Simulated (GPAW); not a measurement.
A calculation with GPAW 26.7.0 of Se (cli, Cartesian positions):

Se.xyz

```xyz
3
Lattice="4.3662000000 0.0000000000 0.0000000000 -2.1831000000 3.7812401180 0.0000000000 0.0000000000 0.0000000000 4.9536000000" Properties=species:S:1:pos:R:3 pbc="T T T"
Se     1.6910292600      2.9289485954      0.0000000000
Se    -0.4920707400      0.8522915226      3.3024000002
Se     0.9841414800      0.0000000000      1.6511999998
```

Potentials or basis: GPAW PAW data sets (gpaw-data 1.2.1), pw.

Launch:

```sh
$ OMP_NUM_THREADS=1 gpaw run Se.xyz -p 'mode=PW(600),xc=PBE,kpts={size:(7,7,6),gamma:True},occupations={name:fermi-dirac,width:0.05},nbands=19,convergence={density:1e-05,energy:1e-05},maxiter=150,txt=gpaw.txt' --properties efs -w gs.gpw
```

Write the same calculation in another form: ASE script, structure typed inline.

As run:

The input run.py:

```python
from ase import Atoms
from ase.dft.bandgap import bandgap
from ase.io import write
from ase.units import GPa
from gpaw import GPAW, PW

atoms = Atoms(['Se', 'Se', 'Se'],
              cell=[[4.3662, 0.0, 0.0],
                    [-2.1831, 3.781240118, 0.0],
                    [0.0, 0.0, 4.9536]],
              scaled_positions=[[0.7746, 0.7746, 0.0],
                                [0.0, 0.2254, 0.6666666667],
                                [0.2254, 0.0, 0.3333333333]],
              pbc=True)

calc = GPAW(mode=PW(600),
            xc='PBE',
            kpts={'size': (7, 7, 6), 'gamma': True},
            occupations={'name': 'fermi-dirac', 'width': 0.05},
            nbands=19,
            convergence={'density': 1e-05, 'energy': 1e-05},
            maxiter=150,
            txt='gpaw.txt')
atoms.calc = calc
energy = atoms.get_potential_energy()
forces = atoms.get_forces()
stress = atoms.get_stress()
calc.write('gs.gpw')
write('result.traj', atoms)
print(f'Energy: {energy:.6f} eV')
print('Forces (eV/A):')
print(forces.round(4))
print('Stress (GPa):', (stress / GPa).round(3))
print('Fermi level:', round(calc.get_fermi_level(), 4), 'eV')
print(f'Gap: {bandgap(calc)[0]:.4f} eV, direct: {bandgap(calc, direct=True)[0]:.4f} eV')
```

Potentials or basis: GPAW PAW data sets (gpaw-data 1.2.1), pw.

The run is started by

```console
$ OMP_NUM_THREADS=1 python run.py
```

Both were run:

|  | cli, Cartesian positions | ASE script, structure typed inline |
| --- | --- | --- |
| Pressure | 2.8 GPa | 2.8 GPa |
| Largest force | 0.420 eV/Å | 0.420 eV/Å |
| Band gap on the k mesh | 1.21 eV, indirect (least direct gap 1.47 eV) | 1.21 eV, indirect (least direct gap 1.47 eV) |

Keys that steer only the numerical path or the files written may differ.

Caveat: an odd mesh through Γ misses points on the zone boundary, where band edges often lie.
